In a density-functional calculation, diamond resists shear with about 570 GPa, and a model with only two kinds of spring predicts this to within 1 % from the other two elastic constants. The agreement hides a break. The same model makes the crystal too stiff while its atoms are held in place, then lets them relax five times too effectively, and the two errors nearly cancel. The row for $C_{44}$ therefore fits the simple pattern in its total but not in its parts.

Computed and measured elastic constants of diamond. The calculation uses ABINIT 10.8.3 with the PBEsol functional, PseudoDojo v0.4 stringent norm-conserving pseudopotentials, a plane-wave cutoff of 1115.67 eV and a 6 × 6 × 6 k-point mesh with four shifts. The cell is relaxed at zero pressure, and the computed constants include the relaxation of the atoms under strain.

```
row  computed constant (GPa)           what it is  measured constant (GPa)                                            label in the paper, method, sample                         source
  1                      137                  C12                      n/a                                                                           n/a                            n/a
  2                      n/a                  n/a                    441.8                  adiabatic bulk modulus; ultrasonic measurement; bulk crystal             pmc:4962311 (2016)
  3                      n/a                  n/a                      442                      B0 from ultrasound; ultrasonic measurement; bulk crystal  arXiv:cond-mat/0702656 (2007)
  4                      n/a                  n/a                      443  bulk modulus of diamond, quoted experimental value; not stated; bulk crystal        arXiv:1701.05631 (2017)
  5                    444.6  bulk modulus (Hill)                      n/a                                                                           n/a                            n/a
  6                      n/a                  n/a                    444.8              B0 from Brillouin scattering; Brillouin scattering; bulk crystal  arXiv:cond-mat/0702656 (2007)
  7                      571                  C44                      n/a                                                                           n/a                            n/a
  8                     1060                  C11                      n/a                                                                           n/a                            n/a
```

The three computed constants describe three ways of loading a cubic crystal. $C_{11}$ is the stress along a cube axis per unit of stretch along it, with the sides held, and $C_{12}$ is the stress that the same stretch puts on the sides. $C_{44}$ is the shear stress per unit of shear angle. For scale, the shear stiffness of steel is roughly 80 GPa, so diamond is about seven times as stiff in shear.

The computed bulk modulus, which measures resistance to equal pressure from all sides, is no fourth result. In a cubic crystal it equals $(C_{11}+2C_{12})/3$, and the Hill average changes nothing in this. The four measured values are all bulk moduli, so they test this one sum and leave the shear constant untested. An error in $C_{11}$ can hide behind an opposite error of half its size in $C_{12}$.

The computed value lies within 3 GPa of every measured one, which is closer than the physics warrants. Real atoms vibrate even at the lowest temperature, and this zero-point motion softens diamond by a few per cent, a rough recalled size. The calculation holds the atoms still, so an exact functional should give a value some 10 GPa above experiment. On this argument the functional makes the crystal slightly too soft, by about as much as the neglected vibrations would have lowered the result.

To see where the stiffness comes from, picture each carbon atom with its four neighbours at the corners of a tetrahedron. Let every bond be a spring that resists a change of length, and let every angle between two bonds be a spring that resists bending. Uniform compression shortens all bonds and leaves the angles alone, so the bulk modulus $B$ measures the bond springs. Stretching one cube axis while shrinking another by the same amount changes, to first order, only the angles, so the gap $C_{11}-C_{12}$ measures the angle springs.

This division explains why $C_{12}$ is by far the smallest constant. With bond springs alone, $C_{11}$ and $C_{12}$ would both equal $B$. The angle springs raise $C_{11}$ and lower $C_{12}$, the latter by a third of the gap, which leaves $445-308=137$ GPa. As a remainder of two larger terms, $C_{12}$ is also the most delicate of the three: a rise of 1 % in $B$ at fixed gap raises it by about 3 %.

Shear is more involved, because diamond consists of two interlocking sublattices that can slide against each other. If every atom follows the shear exactly, two of the four bonds at each atom grow longer and two grow shorter. A small shift of one sublattice against the other can undo these changes of length. But the shift opens further an angle that the shear has already opened, and closes further one that it has already closed. The bond springs thus pull the sublattices one way and the angle springs pull them the other way.

Let $z$ be the shift as a fraction of the one that would restore all bond lengths. Adding up the energy of the stretched bonds and bent angles gives the shear stiffness at a given shift,

$$C_{44}(z)=B(1-z)^2+b(1+2z)^2,\qquad b=\frac{C_{11}-C_{12}}{9}.$$

The first term vanishes at $z=1$, where the bonds have their old lengths, and the second at $z=-1/2$, where the angles have their old values. The crystal settles at the minimum between the two, where $C_{44}=9Bb/(B+4b)$. With $B$ and $b$ taken from the computed $C_{11}$ and $C_{12}$, this is 480 GPa, which is 16 % below the computed $C_{44}$.

Keating's model is a different choice of springs for the same tetrahedron. One kind acts on the squared length of each bond, the other on the scalar product of two neighbouring bonds. This product depends on the angle and also on both lengths, so the second kind of spring responds to stretching as well as bending. With strengths $p$ and $q$, both in GPa, the model gives

$$C_{11}=p+3q,\qquad C_{12}=p-q,\qquad C_{44}(z)=p(1-z)^2+q(1+z)^2.$$

The estimate can now be worked in full. The first two equations give $q=(1060-137)/4=231$ GPa and $p=137+231=368$ GPa. The minimum of the third lies at $z=(p-q)/(p+q)$ and has the height $C_{44}=4pq/(p+q)$, which comes to 567 GPa. The computed $C_{44}$ is 571 GPa and played no part in setting $p$ and $q$, so this is a prediction, and it falls short by only 0.7 %.

Judged by this number alone, no row breaks the pattern. The same calculation, however, also gives the shear stiffness before the sublattices shift, and here the two part company. With the atoms held, the calculation finds 577 GPa, while Keating's springs give $p+q$, which is 22 GPa more. Relaxation then lowers the stiffness by 6 GPa in the calculation and by 31 GPa in the model. An excess of 22 GPa followed by an excess drop of 25 GPa leaves the small difference that looked like success.

The optical vibration of diamond shows which part of the model is at fault. In this vibration the two sublattices move against each other, so its frequency measures how strongly the crystal resists the very shift that shear sets off. The calculation puts it at 1305 cm$^{-1}$, whereas Keating's springs, with the strengths found above, give 1552 cm$^{-1}$. The model therefore resists the shift too strongly, which by itself would make the relaxation too small. Since the relaxation is too large, the force that drives the shift must be far too large.

That force can be sized. For springs that obey Hooke's law, the drop in stiffness equals the driving pull, expressed in GPa, times the shift $z$. The calculated drop and vibration frequency together give the size of the shift as $z=0.12$, so the pull is about $6/0.12=50$ GPa. In Keating's model the pull is $p-q$, which is simply $C_{12}$, or 137 GPa, and it produces a shift of 0.23.

The oversized pull explains the excess relaxation, though not the 22 GPa by which Keating's springs are too stiff before the sublattices shift. In the calculated crystal, the net pull that shear exerts on the sublattices is much weaker than in Keating's model matched to $C_{11}$ and $C_{12}$. The sublattices are driven weakly, they move little, and shear meets nearly the full stiffness of the unrelaxed lattice. The calculated drop comes from a single k-point mesh, but an error there would have to reach 25 GPa to rescue the model.

The plain bond-and-angle model also relaxes too much, and by a wider margin. Its relaxation drop is 67 GPa, about eleven times the calculated one, and it puts the optical vibration at 1854 cm$^{-1}$. Unlike Keating's model, it is already too soft with the atoms held, at 547 GPa. The excess relaxation then adds to this error where in Keating's model it cancels one, and the final $C_{44}$ exposes the fault.

Why the net pull is so much weaker lies outside both models, since each has only two spring strengths, and $C_{11}$ and $C_{12}$ already fix them. In a real crystal, stretching one bond shifts electrons and so changes the force in the next bond, and atoms further away also interact. Such couplings can weaken both the driving pull and the resistance to the shift. They are the likely reason for the break, but the few constants used here cannot tell one coupling from another.

The mechanism also shows how a related crystal should differ. Where the angle springs are weak compared with the bond springs, little opposes the pull of the bond lengths, and the sublattices shift further under shear. Silicon is known to be such a case. There the relaxation takes a larger share of the shear stiffness, and a value computed with the atoms held would be a poor stand-in for the real one.

The practical rule concerns any spring model or interatomic potential that is tuned to elastic constants. A correct $C_{44}$ does not show that the atoms inside the cell move correctly, because the stiffness with atoms held and the relaxation can be wrong together. Two further numbers reveal this: the shear stiffness with the atoms held and the frequency of the optical vibration. In diamond, a model that meets $C_{44}$ to within 1 % lies 19 % above the calculated frequency of that vibration, so it should not be trusted for properties that depend on it.
